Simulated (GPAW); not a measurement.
# NiO (Fm-3m) in GPAW: a series of runs

Aim: see how the results for NiO move with the level of theory and the settings. Levels: revPBE, BLYP. Tasks: relaxation of cell and atoms.

All numbers are computed with GPAW 26.7.0; they aren't measurements. Logs are shortened: lines on timing, memory, paths and dates and some standing lists are left out, and cuts for length are marked. The log counts tension as positive stress, the text compression.

## 1. Starting point

It takes space group Fm-3m (No. 225, cubic). The conventional cell has a = 4.172 Å, b = 4.172 Å, c = 4.172 Å, α = 90.00°, β = 90.00°, γ = 90.00°. Around Ni (site symmetry m-3m) lie 6 O at 2.09 Å. O (site symmetry m-3m) has 6 Ni at 2.09 Å as nearest neighbours.

## 2. Relaxation of cell and atoms, revPBE, collinear spin, ferromagnetic start, target pressure 20 GPa, at which the enthalpy is minimised

Contents of run.py:

```python
from ase.filters import FrechetCellFilter
from ase.io import read, write
from ase.optimize import LBFGS
from ase.units import GPa
from gpaw import GPAW, PW

atoms = read('POSCAR')
atoms.set_initial_magnetic_moments([1.0, 0.0])

calc = GPAW(mode=PW(800),
            xc='revPBE',
            kpts={'size': (11, 11, 11), 'gamma': True},
            occupations={'name': 'fermi-dirac', 'width': 0.05},
            nbands=22,
            convergence={'density': 1e-05, 'forces': 0.0001},
            maxiter=150,
            txt='gpaw.txt')
atoms.calc = calc
opt = LBFGS(FrechetCellFilter(atoms, scalar_pressure=20 * GPa), trajectory='relax.traj', logfile='-')
done = opt.run(fmax=0.05, steps=40)
calc.write('gs.gpw')
write('result.traj', atoms)
print('Converged:', done)
print('Cell:', atoms.cell.cellpar().round(4))
print('Volume:', round(atoms.get_volume(), 4))
print(atoms.get_scaled_positions().round(5))
```

Contents of POSCAR:

```
NiO
1.0
    0.0000000000      2.0859016414      2.0859016414
    2.0859016414      0.0000000000      2.0859016414
    2.0859016414      2.0859016414      0.0000000000
Ni O
1 1
Direct
    0.0000000000      0.0000000000      0.0000000000
    0.5000000000      0.5000000000      0.5000000000
```

Potentials or basis: the program's PAW data sets (release 1.2.1) made for this functional, pw.

On the command line:

```bash
$ OMP_NUM_THREADS=1 python run.py
```

gpaw.txt:

```text
__  _  _
 | _ |_)|_||  |
 |__||  | ||/\| - 26.7.0

Input parameters:
  mode=PW(ecut=800.0),
  convergence={'density': 1e-05, 'forces': 0.0001},
  kpts=MonkhorstPack(size=(11, 11, 11), gamma=True),
  maxiter=150,
  nbands=22,
  occupations=Occupations(name='fermi-dirac', width=0.05),
  xc=XC(name='revPBE')

Diagonalizing LCAO Hamiltonian
Converting LCAO to pw mode

              O

       Ni

Atoms  # Å, Bohr magnetons
|   | symbol |        x |        y |        z |    initial magnetic moments |
|---|--------|----------|----------|----------|-----------------------------|
| 0 |     Ni | 0.000000 | 0.000000 | 0.000000 | ( 0.0000,  0.0000,  1.0000) |
| 1 |      O | 2.085902 | 2.085902 | 2.085902 | ( 0.0000,  0.0000,  0.0000) |

Unit cell  # Å
| periodic |        x |        y |        z |  lengths |    angles |
|----------|----------|----------|----------|----------|-----------|
|      yes | 0.000000 | 2.085902 | 2.085902 | 2.949910 | 60.000000 |
|      yes | 2.085902 | 0.000000 | 2.085902 | 2.949910 | 60.000000 |
|      yes | 2.085902 | 2.085902 | 0.000000 | 2.949910 | 60.000000 |

Number of symmetries: 48
Symmetry operations  # r_c * U_cc + t_c -> r_c
|    | kind |            matrix            |
|----|------|------------------------------|
|  0 |  σ   |  1, 0, 0,  1, 0,-1,  1,-1, 0 |
|  1 |  C2  |  1, 0, 0,  1,-1, 0,  1, 0,-1 |
|  2 |  E   |  1, 0, 0,  0, 1, 0,  0, 0, 1 |
|  3 |  σ   |  1, 0, 0,  0, 0, 1,  0, 1, 0 |
|  4 |  C4  |  1, 0,-1,  1, 0, 0,  1,-1, 0 |
|  5 |  S6  |  1, 0,-1,  1,-1, 0,  1, 0, 0 |
|  6 |  σ   |  1, 0,-1,  0, 1,-1,  0, 0,-1 |
|  7 |  C3  |  1, 0,-1,  0, 0,-1,  0, 1,-1 |
|  8 |  S6  |  1,-1, 0,  1, 0, 0,  1, 0,-1 |
|  9 |  C4  |  1,-1, 0,  1, 0,-1,  1, 0, 0 |
| 10 |  C3  |  1,-1, 0,  0,-1, 1,  0,-1, 0 |
| 11 |  σ   |  1,-1, 0,  0,-1, 0,  0,-1, 1 |
| 12 |  σ   |  0, 1, 0,  1, 0, 0,  0, 0, 1 |
| 13 |  C4  |  0, 1, 0,  0, 1,-1, -1, 1, 0 |
| 14 |  C3  |  0, 1, 0,  0, 0, 1,  1, 0, 0 |
| 15 |  S6  |  0, 1, 0, -1, 1, 0,  0, 1,-1 |
| 16 |  C2  |  0, 1,-1,  1, 0,-1,  0, 0,-1 |
| 17 |  σ   |  0, 1,-1,  0, 1, 0, -1, 1, 0 |
| 18 |  S4  |  0, 1,-1,  0, 0,-1,  1, 0,-1 |
| 19 |  C4  |  0, 1,-1, -1, 1, 0,  0, 1, 0 |
| 20 |  C3  |  0, 0, 1,  1, 0, 0,  0, 1, 0 |
| 21 |  σ   |  0, 0, 1,  0, 1, 0,  1, 0, 0 |
[... 235 lines left out ...]
Stress tensor  # eV/Ang^3
|         x |         y |         z |
|-----------|-----------|-----------|
| -0.096222 | -0.000000 |  0.000000 |
| -0.000000 | -0.096222 |  0.000000 |
|  0.000000 |  0.000000 | -0.096222 |

Forces  # eV/Ang
|        x |        y |        z |
|----------|----------|----------|
| -0.00000 | -0.00000 | -0.00000 |  # Ni   0
| -0.00000 | -0.00000 |  0.00000 |  # O    1

Interpolating wave functions to new cell

              O

       Ni

Atoms  # Å, Bohr magnetons
|   | symbol |         x |         y |         z |    initial magnetic moments |
|---|--------|-----------|-----------|-----------|-----------------------------|
| 0 |     Ni | -0.000000 | -0.000000 | -0.000000 | ( 0.0000,  0.0000,  1.4900) |
| 1 |      O |  2.082037 |  2.082037 |  2.082037 | ( 0.0000,  0.0000,  0.2122) |

Unit cell  # Å
| periodic |        x |        y |         z |  lengths |    angles |
|----------|----------|----------|-----------|----------|-----------|
|      yes | 0.000000 | 2.082037 |  2.082037 | 2.944445 | 60.000000 |
|      yes | 2.082037 | 0.000000 |  2.082037 | 2.944445 | 60.000000 |
|      yes | 2.082037 | 2.082037 | -0.000000 | 2.944445 | 60.000000 |

Number of symmetries: 48
Symmetry operations  # r_c * U_cc + t_c -> r_c
|    | kind |            matrix            |
|----|------|------------------------------|
|  0 |  σ   |  1, 0, 0,  1, 0,-1,  1,-1, 0 |
|  1 |  C2  |  1, 0, 0,  1,-1, 0,  1, 0,-1 |
|  2 |  E   |  1, 0, 0,  0, 1, 0,  0, 0, 1 |
|  3 |  σ   |  1, 0, 0,  0, 0, 1,  0, 1, 0 |
|  4 |  C4  |  1, 0,-1,  1, 0, 0,  1,-1, 0 |
|  5 |  S6  |  1, 0,-1,  1,-1, 0,  1, 0, 0 |
|  6 |  σ   |  1, 0,-1,  0, 1,-1,  0, 0,-1 |
|  7 |  C3  |  1, 0,-1,  0, 0,-1,  0, 1,-1 |
|  8 |  S6  |  1,-1, 0,  1, 0, 0,  1, 0,-1 |
|  9 |  C4  |  1,-1, 0,  1, 0,-1,  1, 0, 0 |
| 10 |  C3  |  1,-1, 0,  0,-1, 1,  0,-1, 0 |
| 11 |  σ   |  1,-1, 0,  0,-1, 0,  0,-1, 1 |
| 12 |  σ   |  0, 1, 0,  1, 0, 0,  0, 0, 1 |
| 13 |  C4  |  0, 1, 0,  0, 1,-1, -1, 1, 0 |
| 14 |  C3  |  0, 1, 0,  0, 0, 1,  1, 0, 0 |
| 15 |  S6  |  0, 1, 0, -1, 1, 0,  0, 1,-1 |
| 16 |  C2  |  0, 1,-1,  1, 0,-1,  0, 0,-1 |
| 17 |  σ   |  0, 1,-1,  0, 1, 0, -1, 1, 0 |
| 18 |  S4  |  0, 1,-1,  0, 0,-1,  1, 0,-1 |
| 19 |  C4  |  0, 1,-1, -1, 1, 0,  0, 1, 0 |
| 20 |  C3  |  0, 0, 1,  1, 0, 0,  0, 1, 0 |
| 21 |  σ   |  0, 0, 1,  0, 1, 0,  1, 0, 0 |
[... 225 lines left out ...]
No gap
No difference between direct/indirect transitions

Stress tensor  # eV/Ang^3
|         x |         y |         z |
|-----------|-----------|-----------|
| -0.103992 |  0.000000 |  0.000000 |
|  0.000000 | -0.103992 | -0.000000 |
|  0.000000 | -0.000000 | -0.103992 |

Forces  # eV/Ang
|       x |        y |        z |
|---------|----------|----------|
| 0.00000 |  0.00000 |  0.00000 |  # Ni   0
| 0.00000 | -0.00000 | -0.00000 |  # O    1

Interpolating wave functions to new cell

              O

       Ni

Atoms  # Å, Bohr magnetons
|   | symbol |         x |         y |         z |    initial magnetic moments |
|---|--------|-----------|-----------|-----------|-----------------------------|
| 0 |     Ni | -0.000000 | -0.000000 | -0.000000 | ( 0.0000,  0.0000,  1.4798) |
| 1 |      O |  2.071914 |  2.071914 |  2.071914 | ( 0.0000,  0.0000,  0.2103) |

Unit cell  # Å
| periodic |         x |        y |        z |  lengths |    angles |
|----------|-----------|----------|----------|----------|-----------|
|      yes | -0.000000 | 2.071914 | 2.071914 | 2.930128 | 60.000000 |
|      yes |  2.071914 | 0.000000 | 2.071914 | 2.930128 | 60.000000 |
|      yes |  2.071914 | 2.071914 | 0.000000 | 2.930128 | 60.000000 |

Number of symmetries: 48
Symmetry operations  # r_c * U_cc + t_c -> r_c
|    | kind |            matrix            |
|----|------|------------------------------|
|  0 |  σ   |  1, 0, 0,  1, 0,-1,  1,-1, 0 |
|  1 |  C2  |  1, 0, 0,  1,-1, 0,  1, 0,-1 |
|  2 |  E   |  1, 0, 0,  0, 1, 0,  0, 0, 1 |
|  3 |  σ   |  1, 0, 0,  0, 0, 1,  0, 1, 0 |
|  4 |  C4  |  1, 0,-1,  1, 0, 0,  1,-1, 0 |
|  5 |  S6  |  1, 0,-1,  1,-1, 0,  1, 0, 0 |
|  6 |  σ   |  1, 0,-1,  0, 1,-1,  0, 0,-1 |
|  7 |  C3  |  1, 0,-1,  0, 0,-1,  0, 1,-1 |
|  8 |  S6  |  1,-1, 0,  1, 0, 0,  1, 0,-1 |
|  9 |  C4  |  1,-1, 0,  1, 0,-1,  1, 0, 0 |
| 10 |  C3  |  1,-1, 0,  0,-1, 1,  0,-1, 0 |
| 11 |  σ   |  1,-1, 0,  0,-1, 0,  0,-1, 1 |
| 12 |  σ   |  0, 1, 0,  1, 0, 0,  0, 0, 1 |
| 13 |  C4  |  0, 1, 0,  0, 1,-1, -1, 1, 0 |
| 14 |  C3  |  0, 1, 0,  0, 0, 1,  1, 0, 0 |
| 15 |  S6  |  0, 1, 0, -1, 1, 0,  0, 1,-1 |
| 16 |  C2  |  0, 1,-1,  1, 0,-1,  0, 0,-1 |
| 17 |  σ   |  0, 1,-1,  0, 1, 0, -1, 1, 0 |
| 18 |  S4  |  0, 1,-1,  0, 0,-1,  1, 0,-1 |
| 19 |  C4  |  0, 1,-1, -1, 1, 0,  0, 1, 0 |
| 20 |  C3  |  0, 0, 1,  1, 0, 0,  0, 1, 0 |
| 21 |  σ   |  0, 0, 1,  0, 1, 0,  1, 0, 0 |
[... 226 lines left out ...]
No gap
No difference between direct/indirect transitions

Stress tensor  # eV/Ang^3
|         x |         y |         z |
|-----------|-----------|-----------|
| -0.124726 |  0.000000 | -0.000000 |
|  0.000000 | -0.124726 |  0.000000 |
| -0.000000 |  0.000000 | -0.124726 |

Forces  # eV/Ang
|       x |       y |        z |
|---------|---------|----------|
| 0.00000 | 0.00000 |  0.00000 |  # Ni   0
| 0.00000 | 0.00000 | -0.00000 |  # O    1

# Writing to gs.gpw (mode='')
```

Wall time 2.5 min (1 thread of Arm Neoverse V1, shared host); peak memory 0.27 GiB.

What came out:

* Free energy: -12.5444 eV
* Relaxed volume: 8.89 Å³/atom
* Relaxed cell: a = 2.930 Å, b = 2.930 Å, c = 2.930 Å, α = 60.00°, β = 60.00°, γ = 60.00°
* Space group after relaxing (to 0.05 Å): Fm-3m (No. 225)
* Energy change on relaxing (the enthalpy is what falls): +20.6 meV/atom
* Ionic steps: 3
* Pressure after relaxing: 20.0 GPa
* Band gap on the k mesh: none (metal or under the smearing width)
* Net moment: 1.73 μB per cell
* Site moments: Ni +1.45; O +0.20 μB

The path:
```csv
step,energy change (eV),largest force (eV/Å),pressure (GPa),volume (Å³)
1,0.0000,0.0000,15.42,18.15
2,0.0104,0.0000,16.66,18.05
3,0.0411,0.0000,19.98,17.79
```

Final structure:
```
Ni O
1.0
     0.00000    2.07191    2.07191
     2.07191    0.00000    2.07191
     2.07191    2.07191    0.00000
Ni O
1 1
Direct
  0.00000 0.00000 0.00000
  0.50000 0.50000 0.50000
```

Caveat: each step starts from the last one's moments, so a moment once lost doesn't come back; the stock nickel data set gives pressures a few GPa off other programs; later steps reuse the first step's grids; a cell with one magnetic atom can't hold antiferromagnetic order, which such compounds often take; semilocal functionals often make such compounds metallic where correlation or magnetic order opens a gap, which also shifts bond lengths. With open d or f shells a metallic result of revPBE can be an artefact of self-interaction; +U or a hybrid may open a gap.

## 3. Relaxation of cell and atoms, BLYP, collinear spin, ferromagnetic start, target pressure -2 GPa, at which the enthalpy is minimised

Contents of run.py:

```python
from ase import Atoms
from ase.filters import FrechetCellFilter
from ase.io import write
from ase.optimize import BFGS
from ase.units import GPa
from gpaw import GPAW, PW, setup_paths

setup_paths.insert(0, '.')

atoms = Atoms(['Ni', 'O'],
              cell=[[0.0, 2.0859016414, 2.0859016414],
                    [2.0859016414, 0.0, 2.0859016414],
                    [2.0859016414, 2.0859016414, 0.0]],
              scaled_positions=[[0.0, 0.0, 0.0],
                                [0.5, 0.5, 0.5]],
              pbc=True)
atoms.set_initial_magnetic_moments([1.0, 0.0])

calc = GPAW(mode=PW(800),
            xc='BLYP',
            kpts={'size': (11, 11, 11), 'gamma': True},
            occupations={'name': 'fermi-dirac', 'width': 0.05},
            nbands=22,
            convergence={'density': 1e-05, 'forces': 0.0001},
            eigensolver='davidson',
            maxiter=150,
            txt='gpaw.txt')
atoms.calc = calc
opt = BFGS(FrechetCellFilter(atoms, scalar_pressure=-2 * GPa), trajectory='relax.traj', logfile='-')
done = opt.run(fmax=0.05, steps=40)
calc.write('gs.gpw')
write('result.traj', atoms)
print('Converged:', done)
print('Cell:', atoms.cell.cellpar().round(4))
print('Volume:', round(atoms.get_volume(), 4))
print(atoms.get_scaled_positions().round(5))
```

Potentials or basis: PAW data sets generated in the run's folder for this functional, pw.

On the command line:

```bash
$ gpaw-setup -f BLYP Ni O
$ OMP_NUM_THREADS=1 python run.py
```

It took 2.2 min on 1 thread of Arm Neoverse V1, shared host; peak memory 0.25 GiB.

The run converged. Its results:

| Property | Result |
| --- | --- |
| Free energy | -12.3889 eV |
| Relaxed volume | 10.02 Å³/atom |
| Relaxed cell | a = 3.049 Å, b = 3.049 Å, c = 3.049 Å, α = 60.00°, β = 60.00°, γ = 60.00° |
| Space group after relaxing (to 0.05 Å) | Fm-3m (No. 225) |
| Energy change on relaxing (the enthalpy is what falls) | -41.0 meV/atom |
| Ionic steps | 3 |
| Pressure after relaxing | -1.6 GPa |
| Band gap on the k mesh | none (metal or under the smearing width) |
| Net moment | 1.88 μB per cell |
| Site moments | Ni +1.54; O +0.23 μB |

The path:
```csv
step,energy change (eV),largest force (eV/Å),pressure (GPa),volume (Å³)
1,0.0000,0.0000,15.94,18.15
2,-0.0353,0.0000,11.68,18.55
3,-0.0819,0.0000,-1.60,20.04
```

Final structure:
```
CELL_PARAMETERS angstrom
0.00000 2.15571 2.15571
2.15571 0.00000 2.15571
2.15571 2.15571 0.00000
ATOMIC_POSITIONS crystal
Ni 0.00000 0.00000 0.00000
O 0.50000 0.50000 0.50000
```

Levels at points of the mesh, in eV from the Fermi level:
Spin up:
```
           k point  band 10  band 11  band 12  band 13  band 14  band 15
(0.00, 0.00, 0.00)    -2.52    -2.52    -2.52     1.11    18.07    18.39
```
Spin down:
| k point | band 6 | band 7 | band 8 | band 9 | band 10 | band 11 | band 12 | band 13 | band 14 | band 15 |
| --- | --- | --- | --- | --- | --- | --- | --- | --- | --- | --- |
| (0.00, 0.00, 0.00) | -2.15 | -2.15 | -1.69 | -1.69 | -1.69 | -0.36 | -0.36 | 1.46 | 18.01 | 18.61 |

Caveat: each step starts from the last one's moments, so a moment once lost doesn't come back; the stock nickel data set gives pressures a few GPa off other programs; later steps reuse the first step's grids; a cell with one magnetic atom can't hold antiferromagnetic order, which such compounds often take; semilocal functionals often make such compounds metallic where correlation or magnetic order opens a gap, which also shifts bond lengths. BLYP gives volumes clearly too large for solids.
